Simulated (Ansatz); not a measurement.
# NaSrI3 (cubic perovskite) (Pm-3m): band gap by G0W0 on PBEsol, part 2 of 2

Wanted: the gap of NaSrI3 (cubic perovskite) (Pm-3m) with a many-body correction, and the time that it takes.

Ansatz 0.2.0; PBEsol, then G0W0 on it, plane waves, PAW. Known limits of the many-body steps: finite bands, screening cutoff and k mesh; no spin-orbit coupling in G0W0; screening cutoff under 40 eV in some runs.

So far. Step 3 (The PBEsol band structure): Over mesh and path the gap is 2.430 eV, from k = (0.500, 0.500, 0.500) to k = Γ. The least direct gap found is 2.708 eV, at k = Γ. The relaxed cell has a = 6.304 Å (conventional setting).

The structure was built from a prototype and need not be the compound's stable phase.

In doubt: masses and optical values from hybrid runs of this build are listed as unsure (in some of the runs), which bears on the screening that GW takes from such a start.

### Step 4. One-shot GW

G0W0 replaces the xc potential by a self-energy built once from the orbitals of the start. Levels are corrected in the window of bands that the input names, at points of the mesh.

This step: G0W0 on PBEsol, plane waves, PAW.

Contents of input.yaml:

```yaml
crystal:
  lattice:
    - [6.3036929043, 0.0, 0.0]
    - [0.0, 6.3036929043, 0.0]
    - [0.0, 0.0, 6.3036929043]
  atoms:
    - { symbol: Na, position: [0.0, 0.0, 0.0] }
    - { symbol: Sr, position: [0.5, 0.5, 0.5] }
    - { symbol: I, position: [0.5, 0.5, 0.0] }
    - { symbol: I, position: [0.5, 0.0, 0.5] }
    - { symbol: I, position: [0.0, 0.5, 0.5] }
kpoints:
  mp_grid: { grid: [2, 2, 2] }
hamiltonian:
  xc: pbesol
scf:
  occupations: { method: fixed }
gw:
  n_empty_bands: 747
  ecut_chi: 120.0
  qp_bands: [v2, c2]
  qp_kpoints: band_edges
  screening: { model: contour_deformation }
```

Command:

```bash
$ ansatz run input.yaml --threads 4 --pin off --max-ram 17510MiB --backend cpu --events-out ev --progress --plain --runs-dir out
```

Numbers of over 12 decimals in the logs are rounded to 6 here.

The log of the run:

```text
[...]
Crystal: 5 atoms, lattice volume = 250.487 Å³
Basis set: ecut = 420 eV, 4945 PW (Γ)
Bands: 42, of which v1, the nominal top of the filled ones, is band 35 counted from 1 (34 counted from 0)
Symmetry: 48 space group operations
[...]
k-points: 4 of 8
[...]
SCF iter   1: F=—  HF=-27271.289163 eV  |F-HF|=—  |Δ(HF+E_count)|=         —  Δρ=1.46e-3  dr2=3.44e-3  ethr=1.77e-3  ⟨swp⟩=6.2  Hψ=620  notcnv=0  defer=17
[...]
SCF iter   7: F=-27271.291187 eV  HF=-27271.291187 eV  |F-HF|=2.36e-9  |Δ(HF+E_count)|=   1.85e-7  Δρ=2.45e-6  dr2=1.36e-8  ethr=1.43e-10  ⟨swp⟩=16.0  Hψ=905  notcnv=0
SCF 1 converged in 7 iterations: F = -27271.291187 eV  dr2 = 1.36e-8
[...]
G₀W₀ screening: q 1/4
[... further progress lines ...]
SCF converged after 7 iterations
Free energy (F): -27271.291187 eV
[...]
Internal energy: -27271.291187 eV  (E = F + TS)
E sigma→0 (E₀):  -27271.291187 eV
Fermi energy:    2.089575 eV
[...]
--- Band table (eV) ---
  k-point 0: bands = [... 31 lower, 1.5267, 1.8080, 1.8080, 1.8080, 4.5128, 6.1202, 6.1202, 6.1202, ... 3 higher]
  k-point 1: bands = [... 31 lower, 1.1518, 1.4049, 1.7206, 1.7206, 5.6994, 6.2200, 6.4885, 7.3242, ... 3 higher]
  k-point 2: bands = [... 31 lower, 1.1743, 1.1822, 1.1822, 2.0822, 5.7406, 7.4351, 7.5064, 7.5064, ... 3 higher]
  k-point 3: bands = [... 31 lower, 0.6736, 2.0896, 2.0896, 2.0896, 4.9579, 7.8083, 7.8083, 7.8083, ... 3 higher]
--- G₀W₀: contour deformation, 6 samples at zero and on the imaginary axis and 1 off it, 8 q-points, 747 empty bands' worth ---
  eigenvalues of the whole cell's RPA ε∞ on this k-mesh (on a slab, of 1 + 4πα/V) = 3.2549, 3.2549, 3.2549; static W/v taken at q = 0 is 0.307227
  bands read: the sum over 782 bands ends inside a degenerate multiplet in 2 slots, whose members it reads at an even weight; the widest, k=0: bands 782 to 784 (counted from 1) at 1/3 each
  gw.qp_kpoints: band_edges: 4 of 4 stored k-points solved, in 1 pass; an edge of the gap read off the rows below is read off those points alone
    ik  band        ε_KS         Σx   Σc(E_QP)       V_xc       Z   E_QP_lin       E_QP  E_QP is
     0    34      1.8080   -17.5321     1.6952   -14.5173  0.7738     0.4476     0.4883  root
     0    35      1.8080   -17.5321     1.6952   -14.5173  0.7738     0.4476     0.4883  root
     0    36      4.5128    -2.5803    -2.7488    -5.7730  0.8310     4.9599     4.9566  root
     0    37      6.1202    -5.0379    -3.6984    -9.5337  0.8031     6.9290     6.9176  root
     1    34      1.7206   -17.3845     1.7414   -14.3122  0.7713     0.3466     0.3896  root
     1    35      1.7206   -17.3845     1.7414   -14.3122  0.7713     0.3466     0.3896  root
     1    36      5.6994    -3.6347    -2.8652    -7.0501  0.8162     6.2561     6.2496  root
     1    37      6.2200    -5.1749    -3.7845    -9.7880  0.8011     7.0612     7.0486  root
     2    34      1.1822   -16.0769     1.9023   -12.8058  0.7633    -0.2422    -0.1866  root
     2    35      2.0822   -17.3975     1.6582   -14.4364  0.7716     0.7396     0.7794  root
     2    36      5.7406    -2.8562    -2.8906    -6.3226  0.8179     6.3236     6.3163  root
     2    37      7.4351    -2.2142    -2.9392    -5.5550  0.8142     7.8406     7.8367  root
     3    34      2.0896   -17.4246     1.6592   -14.4633  0.7715     0.7477     0.7874  root
     3    35      2.0896   -17.4246     1.6592   -14.4633  0.7715     0.7477     0.7874  root
     3    36      4.9579    -2.0606    -2.7224    -5.2712  0.8290     5.4504     5.4460  root
     3    37      7.8083    -4.1229    -3.4038    -8.1085  0.8081     8.3966     8.3901  root
```

Wall time 2 min (4 threads of Arm Neoverse V1, shared host); peak memory 4.4 GiB; 8 min of CPU time.

Numbers from this step:

```
bands summed                                    : 782
RPA ε∞ on this mesh (eigenvalues)               : 3.255, 3.255, 3.255
plane waves in the screening matrix             : 739
q-points in the mesh                            : 8
G0W0 gap over the corrected points              : 4.169 eV
k of the valence top                            : -0.5, -0.5, -0.5
k of the conduction bottom                      : 0, 0, 0
starting gap on the mesh                        : 2.423 eV
Z at the valence top                            : 0.7715
Z at the conduction bottom                      : 0.8310
least direct G0W0 gap over the corrected points : 4.468 eV
```

Over all 4 irreducible mesh points the G0W0 gap is 4.169 eV, from k = (-0.500, -0.500, -0.500) to k = Γ. The PBEsol gap of this run on the mesh is 2.423 eV. The two states that bound the G0W0 gap lie that far apart at the start, so the correction of the gap is 4.169 − 2.423 = +1.746 eV. The start of this run differs from the step before in mesh (4×4×4 and 2×2×2).

Labels follow the order of the start: v1 is the top filled band, c1 the lowest empty one; levels that stay degenerate share a row, the window can cut a multiplet, doubted levels are not marked in this list, bands outside the window were not corrected, and the list may be a part of the corrected levels. Levels before and after the correction, in eV, zero at the valence-band top of each column:

```tsv
	conduction bottom	valence top
Kohn-Sham	2.42	0.00
G0W0	4.17	0.00
```

```tsv
	level	occupation	energy (eV)
Kohn-Sham	Γ v2-v1	2	-0.282
Kohn-Sham	Γ c1	0	2.423
Kohn-Sham	Γ c2	0	4.031
Kohn-Sham	(-0.5 -0.5 -0.5) v2-v1	2	0.000
Kohn-Sham	(-0.5 -0.5 -0.5) c1	0	2.868
Kohn-Sham	(-0.5 -0.5 -0.5) c2	0	5.719
G0W0	Γ v2-v1	2	-0.299
G0W0	Γ c1	0	4.169
G0W0	Γ c2	0	6.130
G0W0	(-0.5 -0.5 -0.5) v2-v1	2	0.000
G0W0	(-0.5 -0.5 -0.5) c1	0	4.659
G0W0	(-0.5 -0.5 -0.5) c2	0	7.603
```

The parts of the quasiparticle energy for the two states that bound the G0W0 gap, in eV on the run's own scale (QP = start + Σx + Σc − Vxc, with Σc at the quasiparticle energy):

```tsv
edge	k	band	start	Σx	Σc	Vxc	Z	QP
valence top	(-0.500, -0.500, -0.500)	34	2.090	−17.425	1.659	−14.463	0.771	0.787
conduction bottom	Γ	36	4.513	−2.580	−2.749	−5.773	0.831	4.957
```

### Step 5. Spin-orbit coupling in PBEsol

This run has two-component orbitals with spin-orbit coupling.

This step: DFT, PBEsol with spin-orbit coupling, plane waves, PAW.

input.yaml, the sections that differ from step 4:

```yaml
kpoints:
  mp_grid: { grid: [4, 4, 4] }
  band_path:
    path: [[0.0, 0.0, 0.0], [0.0, 0.5, 0.0], [0.5, 0.5, 0.0], [0.5, 0.5, 0.5]]
    npoints: 1
scf:
  occupations: { method: fixed }
  n_extra_bands: 10
magnetization:
  noncollinear: true
  spin_orbit: true
output:
  eigenvalues: true
  forces: true
  stress: true
# crystal, hamiltonian: as in step 4
# gw: removed
```

The log of the run:

```text
[...]
non-collinear run that drives no moment, with spin-orbit: no starting moment large enough to seed its density (crystal.atoms[].spin), no starting occupations that ask for one, no magnetisation constraint and no magnetic field, so the semilocal B_xc is pinned to zero
Crystal: 5 atoms, lattice volume = 250.487 Å³
Basis set: ecut = 420 eV, 4945 PW (Γ), exchange–correlation on 90×90×90 points (8 copies of the dense FFT grid, shifted against one another)
Bands: 80, of which v1, the nominal top of the filled ones, is band 70 counted from 1 (69 counted from 0)
Symmetry: 48 space group operations + 48 with time reversal
[...]
k-points: 10 of 64
Projection manifold: j_resolved (fully-relativistic pseudo-atomic orbitals)
[...]
SCF iter   1: F=—  HF=-27283.593433 eV  |F-HF|=—  |Δ(HF+E_count)|=         —  Δρ=3.82e-2  dr2=6.68e0  dr2_m=0.00e0 (ungated)  ethr=3.10e-3  |M|=0.00e0 ∫|m|=0.00e0 μB  |m|>n=0.0e0 m-floor=0.0e0 τ_xc=0.0e0  β_m=0.30  ⟨swp⟩=13.1  Hψ=2129  notcnv=0  defer=72
[...]
spin=Noncollinear: Resta preconditioning applied to the charge; magnetization (m_x, m_y, m_z) channels mix plain (no charge-response kernel on spin).
SCF iter   2: F=—  HF=-27281.890147 eV  |F-HF|=—  |Δ(HF+E_count)|=    1.70e0  Δρ=2.31e-2  dr2=2.55e0  dr2_m=0.00e0 (ungated)  ethr=3.10e-3  |M|=0.00e0 ∫|m|=0.00e0 μB  |m|>n=0.0e0 m-floor=0.0e0 τ_xc=0.0e0  β_m=0.52  ⟨swp⟩=6.7  Hψ=757  notcnv=0  defer=62
[...]
SCF iter   9: F=-27280.925111 eV  HF=-27280.925111 eV  |F-HF|=4.23e-8  |Δ(HF+E_count)|=   1.41e-7  Δρ=2.88e-6  dr2=3.47e-8  dr2_m=0.00e0 (ungated)  ethr=1.43e-10  |M|=0.00e0 ∫|m|=0.00e0 μB  |m|>n=0.0e0 m-floor=0.0e0 τ_xc=0.0e0  ⟨swp⟩=22.4  Hψ=3402  notcnv=0
SCF 1 converged in 9 iterations: F = -27280.925111 eV  dr2 = 3.47e-8
[...]
SCF converged after 9 iterations
Magnetization: |M| = 0.0000 μB,  M = (+0.0000, +0.0000, +0.0000) μB
Absolute magnetization: 0.0000 μB (∫|m|)
  site 0: m = (+0.0000, +0.0000, +0.0000) μB, |m| = 0.0000 μB  (R = 1.84 Å)
  site 1: m = (+0.0000, +0.0000, +0.0000) μB, |m| = 0.0000 μB  (R = 1.30 Å)
  site 2: m = (+0.0000, +0.0000, +0.0000) μB, |m| = 0.0000 μB  (R = 1.30 Å)
  site 3: m = (+0.0000, +0.0000, +0.0000) μB, |m| = 0.0000 μB  (R = 1.30 Å)
  site 4: m = (+0.0000, +0.0000, +0.0000) μB, |m| = 0.0000 μB  (R = 1.30 Å)
Free energy (F): -27280.925111 eV
[...]
Internal energy: -27280.925111 eV  (E = F + TS)
E sigma→0 (E₀):  -27280.925111 eV
Fermi energy:    2.282219 eV
[...]
--- Stress (GPa, compression-positive) ---
       -0.032604      -0.000000       0.000000
       -0.000000      -0.032604       0.000000
        0.000000       0.000000      -0.032604
  P = ⅓ Tr σ = -0.0326 GPa (-0.326 kbar)
--- Band table (eV; the first three rows and the last of 10) ---
  k-point 0: bands = [... 66 lower, 2.1250, 2.1250, 2.1250, 2.1250, 4.5009, 4.5009, 6.1279, 6.1279, ... 6 higher]
  k-point 1: bands = [... 66 lower, 1.7384, 1.7384, 2.0594, 2.0594, 4.9722, 4.9722, 6.1830, 6.1830, ... 6 higher]
  k-point 2: bands = [... 66 lower, 1.5784, 1.5784, 2.0327, 2.0327, 5.6924, 5.6924, 6.2357, 6.2357, ... 6 higher]
  k-point 9: bands = [... 66 lower, 2.2822, 2.2822, 2.2822, 2.2822, 4.9464, 4.9464, 7.7612, 7.7612, ... 6 higher]
```

Run time: 22 s. Hardware: 4 threads; peak memory 1.4 GiB; 85 s of CPU time.

This step gave:

```
pressure             : -0.03260 GPa
gap                  : 2.219 eV
valence top at       : R
conduction bottom at : Γ
least direct gap     : 2.376 eV
```

Over mesh and listed points the gap is 2.219 eV, from k = (0.500, 0.500, 0.500) to k = Γ. The least direct gap found is 2.376 eV, at k = Γ. PBEsol+SOC against PBEsol: 2.219 − 2.430 = −0.211 eV, with the same mesh, set of files (read in its fully relativistic form for the spin-orbit run) and cutoff, and both edges at the same k points. The spin-orbit run sees mesh and listed points alone, so its gap is an upper bound: the coupling can move an edge off these points, and the change over the zone, its sign included where it is small, is not known.

### Step 6. The runs together

Each gap is the least one over the points named; times are wall times on shared hosts, not benchmarks. A G0W0 time includes the run's own self-consistent start. Runs with listed points see these and the mesh alone, so an edge that moves elsewhere is missed. Rows marked * are further runs, not shown as steps, whose inputs differ from the G0W0 step on the same start in the columns given; solver thresholds can differ too. Symmetry makes (0.500, 0.500, 0.500) and (-0.500, -0.500, -0.500) one point.

```tsv
level	mesh	files, cutoff	bands summed, screening	points	gap (eV)	valence top	conduction bottom	least direct gap (eV)	time
PBEsol	4×4×4	soft_2 PAW, 420 eV	-	mesh and path	2.430	(0.500, 0.500, 0.500)	Γ	2.708	6.1 s
PBEsol+SOC	4×4×4	soft_2 PAW, 420 eV	-	mesh and listed points	2.219	(0.500, 0.500, 0.500)	Γ	2.376	22 s
G0W0@PBEsol*	2×2×2	soft_2 PAW, 420 eV	157, 36 eV	all 4 irreducible mesh points	3.697	(-0.500, -0.500, -0.500)	Γ	3.997	7.2 s
G0W0@PBEsol*	2×2×2	soft_2 PAW, 420 eV	382, 72 eV	all 4 irreducible mesh points	3.975	(-0.500, -0.500, -0.500)	Γ	4.273	25 s
G0W0@PBEsol	2×2×2	soft_2 PAW, 420 eV	782, 120 eV	all 4 irreducible mesh points	4.169	(-0.500, -0.500, -0.500)	Γ	4.468	2 min
G0W0@PBEsol*	2×2×2	soft_2 PAW, 420 eV	782, 120 eV, plasmon pole	all 4 irreducible mesh points	4.178	(-0.500, -0.500, -0.500)	Γ	4.473	2.1 min
```

### Step 7. What came out

```
PBEsol gap over mesh and path                      : 2.430 eV, from k = (0.500, 0.500, 0.500) to k = Γ
G0W0@PBEsol gap over all 4 irreducible mesh points : 4.169 eV, from k = (-0.500, -0.500, -0.500) to k = Γ
PBEsol+SOC gap over mesh and listed points         : 2.219 eV
GW settings                                        : 2×2×2 mesh, 747 empty bands, screening to 120 eV
known limits                                       : finite bands, screening cutoff and k mesh; no spin-orbit coupling in G0W0; screening cutoff under 40 eV in some runs
```

In words: Over all 4 irreducible mesh points the G0W0 gap is 4.169 eV, from k = (-0.500, -0.500, -0.500) to k = Γ. The PBEsol gap of this run on the mesh is 2.423 eV. The two states that bound the G0W0 gap lie that far apart at the start, so the correction of the gap is 4.169 − 2.423 = +1.746 eV. The valence state moves by 0.787 − 2.090 = −1.303 eV and the conduction state by 4.957 − 4.513 = +0.444 eV, on the run's own scale; with 157 bands the edge states move by −0.699 and +0.575 eV, so the split between the edges depends on the bands and cutoff. Both edges that PBEsol shows over mesh and path lie at k points where levels were corrected. Levels at other points were not corrected, so a lower G0W0 gap elsewhere in the zone is not ruled out. From 157 bands and 36 eV to 782 bands and 120 eV the gap moves by 4.169 − 3.697 = +0.472 eV (rung by rung 3.697, 3.975, 4.169 eV); bands and screening cutoff rise together, so their parts are not told apart. A line in one over the bands through the two highest rungs gives 4.169 + (4.169 − 3.975) × 382 / (782 − 382) = 4.354 eV, and through the pair below 3.975 + (3.975 − 3.697) × 157 / (382 − 157) = 4.169 eV. The two differ by 0.185 eV, not under the 0.030 eV asked, so the law does not hold well over these rungs and the limit is not known. With the plasmon pole model in place of the contour deformation model and all else as in the G0W0@PBEsol row with 782 bands, the gap differs by 4.178 − 4.169 = +0.009 eV. G0W0 on other starts in this series, not shown as steps and not all at these settings: 4.731 eV on HSE06 (2×2×2, soft_2 PAW, 782 bands, 120 eV) and 4.977 eV on PBE0 (2×2×2, soft_2 PAW, 782 bands, 120 eV). PBEsol+SOC against PBEsol: 2.219 − 2.430 = −0.211 eV, with the same mesh, set of files (read in its fully relativistic form for the spin-orbit run) and cutoff, and both edges at the same k points. The spin-orbit run sees mesh and listed points alone, so its gap is an upper bound: the coupling can move an edge off these points, and the change over the zone, its sign included where it is small, is not known. What spin-orbit coupling does to the G0W0 levels was not computed, so no sum with the G0W0 gap is formed. The G0W0 runs are scalar-relativistic. This is the ideal cubic cell; tilts or off-centring, which many perovskites show locally, are not in it. No pair of G0W0 runs that differ in the mesh alone is shown (2×2×2 is a supercell whose nearest images lie 13 Å apart), so the error from the mesh is not known here. G0W0@PBEsol runs of this series with other atomic data on the same mesh, not shown as steps, give 4.231 eV (hard PAW, 700 eV, 1143 bands, screening to 156 eV); where bands and cutoffs differ too, the part of the files is not isolated. A screening cutoff under 40 eV is crude: G0W0@PBEsol with 157 bands at 36 eV.

[Paths, hosts, dates, memory and timing lines, banners, echoed tables and standing remarks are left out of the program output.]

[Logs are printed without paths, hosts, clocks, repeated set-up lines and the standing remarks that a program may print on its own settings, such as how far it seeks lower states.]

[Runs of the session that timed out or met a known fault of the program may be left out.]

[Cells called generated may have been cut or substituted from an entry of the Crystallography Open Database or the Materials Project.]

[Hosts, paths, dates, database ids (printed as entryN), source tags and the programs' standing remarks are cut or masked in the printed files.]

[Where an RPA ε∞ is given, it is that of the G0W0 mesh and is not shown converged in it. Names of k-points follow the symmetry that the program found, which can be lower than the space group named. Band edges on a path are those of the sampled points; other points can move an edge, and change direct to indirect where valleys lie close.]

[Hybrid gaps are those of their k-mesh and are not shown converged in it.]
